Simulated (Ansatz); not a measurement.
Crystal: HfN.

```
Hf N
1.0
     0.00000    2.25600    2.25600
     2.25600    0.00000    2.25600
     2.25600    2.25600    0.00000
Hf N
1 1
Direct
  0.00000 0.00000 0.00000
  0.50000 0.50000 0.50000
```

```yaml
Program: Ansatz 0.2.0
Task: relaxation of cell and atoms
Functional: PBEsol
Dispersion: D4
Potentials_or_basis: all-electron LAPW, scalar-relativistic
Basis_error_allowed: 0.001 eV/atom
k_mesh: 10 × 10 × 10
Occupations: fermi-dirac, width 0.05 eV
Spin: no spin polarisation
```

At the start: volume 11.48 Å³/atom.

Task: How do energy, volume and symmetry change on relaxing?

Result: Over 5 steps the energy falls by 2.6 meV/atom and the volume is 11.30 Å³/atom (-1.6 %); space group Fm-3m (No. 225, to 0.05 Å).

Step by step:
```
step  energy change (eV)  largest force (eV/Å)  volume (Å³)
   1              0.0000                0.0000        22.96
   2             -0.0039                0.0000        22.41
   3             -0.0052                0.0000        22.60
   4             -0.0052                0.0000        22.60
   5             -0.0052                0.0000        22.60
```

Final structure:
```
CELL_PARAMETERS angstrom
0.00000 2.24389 2.24389
2.24389 0.00000 2.24389
2.24389 2.24389 0.00000
ATOMIC_POSITIONS crystal
Hf 0.00000 0.00000 0.00000
N 0.50000 0.50000 0.50000
```
